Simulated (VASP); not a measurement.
The system is P.

```
P
1.0
     2.42469    0.00000    0.00000
     0.00000    2.43854    0.00000
    -0.02031    0.00000    4.85243
P
2
Cartesian
  -0.0152 0.0000 3.6365
  2.4196 0.0000 1.2159
```

This isn't the form of P at room conditions, which is orthorhombic.

* Program: VASP 6.6.1
* Task: single point
* Functional: PBE
* Potentials or basis: VASP PAW PBE potentials, release 64 (P)
* Cutoff: 900 eV
* k mesh: 23 × 23 × 12
* Occupations: gaussian, width 0.1 eV
* Spin: no spin polarisation

On this cell: pressure 1.9 GPa; largest force 0.012 eV/Å; band gap on the k mesh none (metal or under the smearing width).

The same run follows on a disturbed copy (grid = ENCUT=900 k=23x23x12 ISMEAR=0 SIGMA=0.1 PREC=Accurate EDIFF=1e-08 LREAL=False ADDGRID=False LASPH=True; atoms moved at random, drawn with an rms of 0.1 Å):

```
P
1.0
     2.42469    0.00000    0.00000
     0.00000    2.43854    0.00000
    -0.02031    0.00000    4.85243
P
2
Direct
  0.99904 0.98624 0.75204
  0.00884 0.00018 0.24073
```

Q: What changes?

A: The energy (extrapolated to zero smearing) moves by +2.0 meV/atom; pressure 2.2 GPa; largest force 0.111 eV/Å; band gap on the k mesh none (metal or under the smearing width).

Forces on the atoms (eV/Å):
```
P    0.041  0.060 -0.084
P   -0.041 -0.060  0.084
```

Stress tensor (GPa, compression positive):
```
 2.90 -0.04  0.20
-0.04  1.39 -0.07
 0.20 -0.07  2.32
```
